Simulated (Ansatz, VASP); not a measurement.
**Si27HC27 (start site: H_i (bond centre, by C)): VASP beside Ansatz**

One calculation is typed for both programs; each brings its own data sets. How far apart do they land? Of the first pair: The structure shown is the start of the Ansatz relaxation below; VASP solves that cell, so the two are compared at the walk's first step.

Calculated with Ansatz 0.2.0; plane waves, with VASP 6.6.1 beside it; r2SCAN.

## (1) Starting point

The cell holds 55 atoms: 27 Si, 27 C and 1 H. Its edges and angles: a = 9.242 Å, b = 9.242 Å, c = 9.242 Å, α = 60.0°, β = 60.0°, γ = 60.0°. It derives from SiC (SiC (F-43m)). Nearest the centre at fractional (0.375, 0.375, 0.542): H55 at 0.05 Å, Si15 at 0.93 Å, C41 at 0.98 Å, C39 at 2.32 Å, Si14 at 2.36 Å, Si23 at 2.38 Å, C42 at 2.39 Å, Si17 at 2.39 Å.

## (2) Ansatz: relaxation, r2SCAN

Ansatz runs on its PAW soft_1 files.

The two programs are compared at the cell with which this relaxation starts, whose forces are those of its first step.

The input, input.yaml:

```yaml
crystal:
  lattice:
    - [0.0, 6.53488873, 6.53488873]
    - [6.53488873, 0.0, 6.53488873]
    - [6.53488873, 6.53488873, 0.0]
  atoms:
    - { symbol: Si, position: [0.0, 0.0, 0.0] }
    - { symbol: C, position: [0.08333333, 0.08333333, 0.08333333] }
    - { symbol: Si, position: [0.0, 0.0, 0.33333333] }
    - { symbol: C, position: [0.08333333, 0.08333333, 0.41666667] }
    - { symbol: Si, position: [0.0, 0.0, 0.66666667] }
    - { symbol: C, position: [0.08333333, 0.08333333, 0.75] }
    - { symbol: Si, position: [0.0, 0.33333333, 0.0] }
    - { symbol: C, position: [0.08333333, 0.41666667, 0.08333333] }
    - { symbol: Si, position: [0.0, 0.33333333, 0.33333333] }
    - { symbol: C, position: [0.08333333, 0.41666667, 0.41666667] }
    - { symbol: Si, position: [0.0, 0.33333333, 0.66666667] }
    - { symbol: C, position: [0.08333333, 0.41666667, 0.75] }
    - { symbol: Si, position: [0.0, 0.66666667, 0.0] }
    - { symbol: C, position: [0.08333333, 0.75, 0.08333333] }
    - { symbol: Si, position: [0.0, 0.66666667, 0.33333333] }
    - { symbol: C, position: [0.08333333, 0.75, 0.41666667] }
    - { symbol: Si, position: [0.0, 0.66666667, 0.66666667] }
    - { symbol: C, position: [0.08333333, 0.75, 0.75] }
    - { symbol: Si, position: [0.33333333, 0.0, 0.0] }
    - { symbol: C, position: [0.41666667, 0.08333333, 0.08333333] }
    - { symbol: Si, position: [0.33333333, 0.0, 0.33333333] }
    - { symbol: C, position: [0.41666667, 0.08333333, 0.41666667] }
    - { symbol: Si, position: [0.33333333, 0.0, 0.66666667] }
    - { symbol: C, position: [0.41666667, 0.08333333, 0.75] }
    - { symbol: Si, position: [0.33333333, 0.33333333, 0.0] }
    - { symbol: C, position: [0.41666667, 0.41666667, 0.08333333] }
    - { symbol: Si, position: [0.33333333, 0.33333333, 0.33333333] }
    - { symbol: C, position: [0.41666667, 0.41666667, 0.41666667] }
    - { symbol: Si, position: [0.33333333, 0.33333333, 0.66666667] }
    - { symbol: C, position: [0.41666667, 0.41666667, 0.75] }
    - { symbol: Si, position: [0.33333333, 0.66666667, 0.0] }
    - { symbol: C, position: [0.41666667, 0.75, 0.08333333] }
    - { symbol: Si, position: [0.33333333, 0.66666667, 0.33333333] }
    - { symbol: C, position: [0.41666667, 0.75, 0.41666667] }
    - { symbol: Si, position: [0.33333333, 0.66666667, 0.66666667] }
    - { symbol: C, position: [0.41666667, 0.75, 0.75] }
    - { symbol: Si, position: [0.66666667, 0.0, 0.0] }
    - { symbol: C, position: [0.75, 0.08333333, 0.08333333] }
    - { symbol: Si, position: [0.66666667, 0.0, 0.33333333] }
    - { symbol: C, position: [0.75, 0.08333333, 0.41666667] }
    - { symbol: Si, position: [0.66666667, 0.0, 0.66666667] }
    - { symbol: C, position: [0.75, 0.08333333, 0.75] }
    - { symbol: Si, position: [0.66666667, 0.33333333, 0.0] }
    - { symbol: C, position: [0.75, 0.41666667, 0.08333333] }
    - { symbol: Si, position: [0.66666667, 0.33333333, 0.33333333] }
    - { symbol: C, position: [0.75, 0.41666667, 0.41666667] }
    - { symbol: Si, position: [0.66666667, 0.33333333, 0.66666667] }
    - { symbol: C, position: [0.75, 0.41666667, 0.75] }
    - { symbol: Si, position: [0.66666667, 0.66666667, 0.0] }
    - { symbol: C, position: [0.75, 0.75, 0.08333333] }
    - { symbol: Si, position: [0.66666667, 0.66666667, 0.33333333] }
    - { symbol: C, position: [0.75, 0.75, 0.41666667] }
    - { symbol: Si, position: [0.66666667, 0.66666667, 0.66666667] }
    - { symbol: C, position: [0.75, 0.75, 0.75] }
    - { symbol: H, position: [0.375, 0.375, 0.541667] }
  host:
    repeats: [3, 3, 3]
    atoms:
      - { symbol: Si, position: [0.0, 0.0, 0.0] }
      - { symbol: C, position: [0.25, 0.25, 0.25] }
basis:
  ecutwfc: 500
  xc_grid: 2
hamiltonian:
  xc: r2scan
  pseudopotentials: { kind: paw, azcp: { folder: soft_1 } }
kpoints:
  mp_grid: { grid: [2, 2, 2], shift: [0.5, 0.5, 0.5] }
magnetization:
  spin_polarized: true
  initial_magnetization: 1
  spin_locking: { lock_magnetization: hard }
scf:
  occupations: { method: fixed }
  max_iter: 60
output:
  forces: true
  charged_corrections:
    epsilon: 7.06
    static_epsilon: 10.43
    defect_position: [0.375, 0.375, 0.541667]
relax:
  f_tol: 0.02
  max_steps: 80
  random_displacement: { amplitude: 0.05, seed: 2477 }
checkpoint:
  write: "../q0_M1.relax.run"
  compress: false
  write_wavefunctions: true
  write_every: 100000
```

Launch:

```bash
ansatz run input.yaml --threads 4 --pin off --max-ram 7536MiB --backend cpu --events-out ev --progress --plain --runs-dir out
```

Numbers of over 12 decimals in the logs are rounded to 6 here.

Output:

```text
Warning: This run holds its total moment fixed (magnetization.spin_locking.lock_magnetization: hard) and mixes its density by anderson or broyden (scf.mixing.algorithm, typed or taken by auto). Slabs with a fixed moment have converged under broyden above another state at the same moment, at the default mixing steps and at smaller ones, and under scf.lower_state_search: standard, light or off a state that such a mixer [...]
Engine: ansatz 0.2.0, aarch64-unknown-linux-gnu
Pseudopotentials: kind: paw
Pseudopotential: Si, paw, valence charge 4, recommended cutoff 500 eV (meta_gga), soft_1/Si.paw.azcp
Pseudopotential: C, paw, valence charge 4, recommended cutoff 500 eV (meta_gga), soft_1/C.paw.azcp
Pseudopotential: H, paw, valence charge 1, recommended cutoff 500 eV (meta_gga), soft_1/H.paw.azcp
Functional definition: r2SCAN
  parameter k0 = 0.174
  parameter k1 = 0.065
  parameter a1 = 4.9479
  exchange = r2scan_x(k0 = k0, k1 = k1, a1 = a1)
  correlation = r2scan_c
Crystal: 55 atoms, lattice volume = 558.142 Å³
Basis set: ecut = 500 eV, 14163 PW (Γ), exchange–correlation on 144×144×144 points (8 copies of the dense FFT grid, shifted against one another)
Bands: 164, of which v1, the nominal top of the filled ones, is band 109 counted from 1 (108 counted from 0)
Symmetry: 1 space group operations
k-points: 4 of 8 (time reversal used)
Non-local potential: Si, projectors of the file, l = 0: 2, l = 1: 2, l = 2: 1
Non-local potential: C, projectors of the file, l = 0: 2, l = 1: 2, l = 2: 1
Non-local potential: H, projectors of the file, l = 0: 2, l = 1: 1
PAW form: soft (Blöchl's): semilocal exchange-correlation on the pseudo side does not see the compensation charge
PAW frozen core: Si, regenerated for the run's functional (the file was generated under x = pbe(κ = 0.804, μ = 0.219515), c = pbe(β = 0.066725))
PAW frozen core: C, regenerated for the run's functional (the file was generated under x = pbe(κ = 0.804, μ = 0.219515), c = pbe(β = 0.066725))
PAW one-centre angular grid: Si, 302 points (default); XC on 160 Gauss nodes
PAW one-centre angular grid: C, 302 points (default); XC on 219 of its mesh's 2255 points in the sphere
PAW one-centre angular grid: H, 302 points (default); XC on 160 Gauss nodes
Initial density: superposition of atomic densities (chi_scale 0.1, normalization cell)
Starting moments: Σ|m| = 1 μB on 55 of 55 sites
Initial wavefunctions: pseudopotential atomic-orbital guess
Functional: x = r2scan, c = r2scan; τ floored in thin density (d = 2e-4 eV/Å³)
SCF iter   1: F=—  HF=-24105.673969 eV  |F-HF|=—  |Δ(HF+E_count)|=         —  Δρ=7.37e-2 (↑7.24e-2 ↓7.37e-2)  dr2=1.46e2  dr2_τ=3.82e0  dr2_m=4.60e-3  M=1.000 μB ∫|m|=1.000 μB  β_m=1.20  ethr=3.10e-3  ⟨swp⟩=5.0  Hψ=4572  notcnv=0  defer=424
preconditioner: auto → Resta (q_TF=auto, 2.331 Å⁻¹)  ε∞=3.8  [insulator: Δε(μ)=0.133 eV  Ē_g=13.684 eV  n_scr=112 (ndim 8)  ℏωp=23.0 eV  f_vac=0.000  ε∞_Penn≈3.8]
spin=Collinear: Resta preconditioning applied to the charge; magnetization (m = ρ↑ − ρ↓) channel mixes plain (no charge-response kernel on spin).
SCF iter   2: F=—  HF=-24077.154596 eV  |F-HF|=—  |Δ(HF+E_count)|=    2.85e1  Δρ=4.30e-2 (↑4.28e-2 ↓4.30e-2)  dr2=4.80e1  dr2_τ=2.08e-1  dr2_m=8.82e-5  M=1.000 μB ∫|m|=1.019 μB  β_m=1.20  ethr=3.10e-3  ⟨swp⟩=3.0  Hψ=2316  notcnv=0  defer=421  κ⁻¹=1.0e0(r=1)
SCF iter   3: F=—  HF=-24067.954739 eV  |F-HF|=—  |Δ(HF+E_count)|=    9.20e0  Δρ=1.63e-2 (↑1.63e-2 ↓1.63e-2)  dr2=3.99e0  dr2_τ=2.08e-2  dr2_m=4.16e-5  M=1.000 μB ∫|m|=1.053 μB  β_m=1.20  ethr=3.10e-3  ⟨swp⟩=3.0  Hψ=2083  notcnv=0  defer=423  κ⁻¹=6.1e-2(r=2)
SCF iter   4: F=—  HF=-24068.301434 eV  |F-HF|=—  |Δ(HF+E_count)|=   3.47e-1  Δρ=1.06e-2 (↑1.06e-2 ↓1.06e-2)  dr2=1.41e0  dr2_τ=8.15e-3  dr2_m=1.50e-5  M=1.000 μB ∫|m|=1.049 μB  β_m=1.20  ethr=1.84e-3  ⟨swp⟩=2.8  Hψ=2251  notcnv=0  defer=425  κ⁻¹=3.6e-3(r=3)
SCF iter   5: F=—  HF=-24068.522224 eV  |F-HF|=—  |Δ(HF+E_count)|=   2.21e-1  Δρ=1.35e-3 (↑1.35e-3 ↓1.33e-3)  dr2=2.71e-2  dr2_τ=5.28e-4  dr2_m=5.07e-5  M=1.000 μB ∫|m|=1.038 μB  β_m=1.20  ethr=6.51e-4  ⟨swp⟩=2.0  Hψ=1806  notcnv=0  defer=424  κ⁻¹=5.6e-5(r=4)
SCF iter   6: F=—  HF=-24068.522682 eV  |F-HF|=—  |Δ(HF+E_count)|=   4.57e-4  Δρ=7.18e-4 (↑7.03e-4 ↓7.18e-4)  dr2=8.54e-3  dr2_τ=8.69e-5  dr2_m=1.77e-5  M=1.000 μB ∫|m|=1.042 μB  β_m=1.20  ethr=1.25e-5  ⟨swp⟩=2.0  Hψ=1802  notcnv=0  defer=428  κ⁻¹=3.8e-5(r=5)
[...]
k-point 2 ↑: bands = [... 105 lower, 8.6509, 8.8948, 9.1174, 10.9381, 12.1032, 12.8432, 13.0787, 13.4209, ... 51 higher]
  k-point 3 ↓: bands = [... 105 lower, 8.6560, 8.9130, 9.1194, 11.4786, 12.5118, 12.8857, 13.1709, 13.4558, ... 51 higher]
--- Relaxed structure (9 steps of the walk, 9 accepted, 0 SCFs on fresh bases) ---
  F+E_penalty+E_count = -24078.90503899 eV   max|allowed force component| = 5.707e-3 eV/Å
  atoms:
    - { symbol: Si, position: [0.000448801, -0.000309635, -0.000119368] }
    - { symbol: C, position: [0.082544, 0.081653, 0.085146] }
    - { symbol: Si, position: [0.000124691, -0.000755277, 0.333988] }
    - { symbol: C, position: [0.083891, 0.083114, 0.416635] }
    - { symbol: Si, position: [0.000550093, -2.794593736010699e-5, 0.666355] }
    - { symbol: C, position: [0.084160, 0.083563, 0.749531] }
    - { symbol: Si, position: [0.0001828, 0.331936, 0.00252812] }
    - { symbol: C, position: [0.082504, 0.417615, 0.084765] }
    - { symbol: Si, position: [0.000212016, 0.333336, 0.333615] }
    - { symbol: C, position: [0.085509, 0.416579, 0.415216] }
    - { symbol: Si, position: [0.00128976, 0.333069, 0.664820] }
    - { symbol: C, position: [0.077363, 0.418965, 0.751910] }
    - { symbol: Si, position: [0.000330502, 0.666804, -0.000103567] }
    - { symbol: C, position: [0.084611, 0.750112, 0.082004] }
    - { symbol: Si, position: [0.00128694, 0.666754, 0.331888] }
    - { symbol: C, position: [0.084869, 0.749228, 0.416045] }
    - { symbol: Si, position: [0.000682057, 0.667730, 0.665404] }
    - { symbol: C, position: [0.084040, 0.749804, 0.749617] }
    - { symbol: Si, position: [0.332710, -0.00160721, 0.00363553] }
    - { symbol: C, position: [0.418303, 0.081548, 0.085090] }
    - { symbol: Si, position: [0.334075, -0.000769893, 0.333958] }
    - { symbol: C, position: [0.417391, 0.084461, 0.415617] }
    - { symbol: Si, position: [0.333620, 0.000509698, 0.665348] }
    - { symbol: C, position: [0.418956, 0.076756, 0.753070] }
    - { symbol: Si, position: [0.332758, 0.331887, 0.00240841] }
    - { symbol: C, position: [0.418485, 0.417556, 0.078007] }
    - { symbol: Si, position: [0.334775, 0.333630, 0.324229] }
    - { symbol: C, position: [0.429661, 0.426633, 0.381579] }
    - { symbol: Si, position: [0.306955, 0.307919, 0.745550] }
    - { symbol: C, position: [0.419420, 0.418878, 0.751728] }
    - { symbol: Si, position: [0.334319, 0.667493, -0.00266371] }
    - { symbol: C, position: [0.418170, 0.750565, 0.080601] }
    - { symbol: Si, position: [0.334005, 0.671451, 0.327963] }
    - { symbol: C, position: [0.417363, 0.749259, 0.416054] }
    - { symbol: Si, position: [0.333618, 0.667659, 0.665385] }
    - { symbol: C, position: [0.417642, 0.751002, 0.747682] }
    - { symbol: Si, position: [0.667484, -0.000358848, -0.000161302] }
    - { symbol: C, position: [0.750867, 0.083915, 0.081875] }
    - { symbol: Si, position: [0.667575, 0.000536255, 0.331793] }
    - { symbol: C, position: [0.750069, 0.084430, 0.415598] }
    - { symbol: Si, position: [0.668039, 0.000499077, 0.665298] }
    - { symbol: C, position: [0.750382, 0.083518, 0.749492] }
    - { symbol: Si, position: [0.668563, 0.333627, -0.00339743] }
    - { symbol: C, position: [0.753150, 0.417660, 0.078117] }
    - { symbol: Si, position: [0.674735, 0.333622, 0.324305] }
    - { symbol: C, position: [0.750265, 0.416601, 0.415207] }
    - { symbol: Si, position: [0.668283, 0.333048, 0.664749] }
    - { symbol: C, position: [0.751718, 0.417044, 0.747013] }
    - { symbol: Si, position: [0.668199, 0.667492, -0.00263705] }
    - { symbol: C, position: [0.750794, 0.750113, 0.082000] }
    - { symbol: Si, position: [0.667540, 0.666746, 0.331874] }
    - { symbol: C, position: [0.751171, 0.750427, 0.414753] }
    - { symbol: Si, position: [0.667833, 0.667261, 0.664528] }
    - { symbol: C, position: [0.751149, 0.750999, 0.747656] }
    - { symbol: H, position: [0.391406, 0.360455, 0.523431] }
```

Reading the cycles: dr2 is the Hartree energy of the density residual (eV), the measure of convergence; HF is the Harris–Foulkes estimate of the energy, which meets the free energy F at convergence.

## (3) VASP: single point, r2SCAN, start cell, pair 1

The same cell, functional and mesh now go to VASP, with its own data sets.

Lines of VASP's logs that name or quote its potential files are left out, and so is its time.

The input, INCAR:

```
SYSTEM = Si27HC27
PREC = Accurate
ENCUT = 580
EDIFF = 1E-06
NELM = 200
ISMEAR = 0
SIGMA = 0.01
LREAL = Auto
ALGO = Normal
METAGGA = R2SCAN
LASPH = .TRUE.
NBANDS = 147
ISPIN = 2
MAGMOM = 0 0 0 0.01 0 0 0 0 0 0.01 0 0 0.01 0 0.05 0 0 0 0 0 0 0 0 0 0 0 0 0.01 0 0 0.01 0 0.01 0 0 0 0.01 0 0.01 0.01 0.01 0.01 0.01 0 0 0 0 0 0.01 0 0 0 0 0 0
LORBIT = 11
LWAVE = .FALSE.
LCHARG = .FALSE.
ISIF = 2
ISYM = 0
NUPDOWN = 1
GGA_COMPAT = .FALSE.
LMIXTAU = .TRUE.
```

The input, POSCAR:

```
Si27HC27
1.0
    0.0000000000      6.5348887282      6.5348887282
    6.5348887282      0.0000000000      6.5348887282
    6.5348887282      6.5348887282      0.0000000000
Si C H
27 27 1
Direct
    0.0053684158      0.9948724452      0.9985757982
    0.0000613629      0.9969346073      0.3301115122
    0.9971294844      0.9959065103      0.6679926287
    0.9951143774      0.3391491565      0.9990783317
    0.0063007194      0.3298237491      0.3330842483
    0.9955255550      0.3367009128      0.6635753385
    0.9964062127      0.6648365689      0.0064245929
    0.9982399088      0.6683864380      0.3282306844
    0.0059871716      0.6623551953      0.6646661758
    0.3365597475      0.9973499931      0.9951872937
    0.3379820364      0.0025402116      0.3282159941
    0.3380818086      0.0027200157      0.6623387452
    0.3289619899      0.3310824545      0.0058049956
    0.3281921987      0.3323188183      0.3388744005
    0.3282626666      0.3354444262      0.6646827789
    0.3369933432      0.6699019956      0.9988875097
    0.3288720879      0.6683364754      0.3307319512
    0.3339191516      0.6618765338      0.6651345847
    0.6681266019      0.0055753053      0.9970207603
    0.6698191327      0.0010957340      0.3355898763
    0.6684378544      0.0054248820      0.6628646914
    0.6695807965      0.3270152085      0.0031744993
    0.6699921272      0.3306972911      0.3374773606
    0.6678701324      0.3347342382      0.6602782663
    0.6666216796      0.6630265151      0.9974551212
    0.6709969645      0.6678317997      0.3340011729
    0.6660499790      0.6656120220      0.6622272666
    0.0851172106      0.0887446633      0.0800442856
    0.0822522039      0.0809361907      0.4231795085
    0.0897442213      0.0817206723      0.7463107182
    0.0849167481      0.4209045654      0.0771723163
    0.0837357793      0.4122745026      0.4226067367
    0.0825476182      0.4159207009      0.7560665079
    0.0815916724      0.7446637123      0.0878684433
    0.0877679061      0.7438799193      0.4175202690
    0.0797143642      0.7498772670      0.7562542693
    0.4177003027      0.0834669147      0.0774218232
    0.4226080374      0.0799042680      0.4133699306
    0.4147012463      0.0896521003      0.7461991631
    0.4218526305      0.4145342197      0.0851560024
    0.4220615859      0.4183368093      0.4122148994
    0.4212552217      0.4196279560      0.7465545632
    0.4184244160      0.7541735146      0.0771705565
    0.4150255823      0.7451274540      0.4222572280
    0.4199441818      0.7543309006      0.7459743697
    0.7446218600      0.0820727058      0.0849220275
    0.7556296221      0.0802066449      0.4127751232
    0.7564525894      0.0822735508      0.7480913147
    0.7472297086      0.4201165642      0.0785927690
    0.7513580880      0.4186445422      0.4198577228
    0.7510889939      0.4106083686      0.7504467488
    0.7552166847      0.7511472963      0.0823605454
    0.7453009841      0.7486176435      0.4168736628
    0.7447074774      0.7495216374      0.7554978677
    0.3780285484      0.3688006943      0.5415329391
```

The input, KPOINTS:

```
Points of the shifted mesh
8
Reciprocal
 0.2500000000  0.2500000000  0.2500000000 1
 0.2500000000  0.2500000000  0.7500000000 1
 0.2500000000  0.7500000000  0.2500000000 1
 0.2500000000  0.7500000000  0.7500000000 1
 0.7500000000  0.2500000000  0.2500000000 1
 0.7500000000  0.2500000000  0.7500000000 1
 0.7500000000  0.7500000000  0.2500000000 1
 0.7500000000  0.7500000000  0.7500000000 1
```

PAW data sets: Si, C and H (PBE family, release 64).

Launch:

```bash
export OMP_NUM_THREADS=3
mpirun -np 1 vasp_std
```

Output:

```text
[banner, memory and clock lines left out]
running    1 mpi-ranks, on    1 nodes
[...]
Offloading initialized ...    1 GPUs detected
[...]
|                                                                             |
|               ----> ADVICE to this user running VASP <----                  |
|                                                                             |
|     You enforced a specific xc type in the INCAR file but a different       |
|     [... a line on the potential file left out ...]
|     I HOPE YOU KNOW WHAT YOU ARE DOING!                                     |
|                                                                             |

 LDA part: xc-table for (None), standard interpolation
|                                                                             |
|           W    W    AA    RRRRR   N    N  II  N    N   GGGG   !!!           |
|           W    W   A  A   R    R  NN   N  II  NN   N  G    G  !!!           |
|           W    W  A    A  R    R  N N  N  II  N N  N  G       !!!           |
[...]
|           W    W  A    A  R    R  N    N  II  N    N   GGGG   !!!           |
|                                                                             |
|     The distance between some ions is very small. Please check the          |
|     nearest-neighbor list in the OUTCAR file.                               |
|     I HOPE YOU KNOW WHAT YOU ARE DOING!                                     |
|                                                                             |

 POSCAR, INCAR and KPOINTS ok, starting setup
[...]
entering main loop
       N       E                     dE             d eps       ncg     rms          rms(c)
DAV:   1     0.626352665547E+03    0.62635E+03   -0.10962E+05  4704   0.150E+03
DAV:   2    -0.511877984175E+03   -0.11382E+04   -0.10794E+04  5744   0.255E+02
DAV:   3    -0.591939344472E+03   -0.80061E+02   -0.79212E+02  5688   0.632E+01
DAV:   4    -0.593721378370E+03   -0.17820E+01   -0.17746E+01  5784   0.103E+01
[...]
DAV:  14    -0.512146478720E+03   -0.56684E-05   -0.22058E-05  5672   0.135E-02    0.118E-02
DAV:  15    -0.512146477417E+03    0.13029E-05   -0.17006E-05  5864   0.101E-02    0.652E-03
DAV:  16    -0.512146477354E+03    0.62789E-07   -0.17738E-06  3472   0.381E-03
   1 F= -.51214648E+03 E0= -.51214648E+03  d E =-.192871E-11  mag=     1.0000
```

Parts of OUTCAR (step 3):

```text
  FREE ENERGIE OF THE ION-ELECTRON SYSTEM (eV)
  ---------------------------------------------------
  free  energy   TOTEN  =      -512.1464773538 eV

  energy  without entropy=     -512.1464773538  energy(sigma->0) =     -512.14647735

 magnetization (x)
# of ion       s       p       d       tot
------------------------------------------
    1        0.001   0.004   0.000   0.005
    2        0.001   0.006   0.000   0.008
    3        0.000   0.004   0.000   0.004
    4        0.001   0.006   0.000   0.007
    5        0.001   0.005   0.000   0.006
    6        0.001   0.004   0.000   0.005
    7        0.001   0.003   0.000   0.004
    8        0.001   0.005   0.000   0.006
    9        0.001   0.005   0.000   0.006
   10        0.001   0.006   0.000   0.007
   11        0.001   0.005   0.000   0.006
   12        0.001   0.004   0.000   0.005
   13        0.001   0.005   0.000   0.006
[...]
--------------------------------------------------
tot          0.094   0.101   0.000   0.195
```

The run ends at a pressure of 4.17 GPa, with forces up to 38 eV/Å.

(Part 1 of 2 ends here.)

[Lines on the potential files, build, host, timing and source positions are cut from VASP's logs without a mark.]

[Logs are printed without paths, hosts, clocks, repeated set-up lines and the standing remarks that a program may print on its own settings, such as how far it seeks lower states.]

[Hosts, paths, dates, database ids (printed as entryN), source tags and the programs' standing remarks are cut or masked in the printed files.]
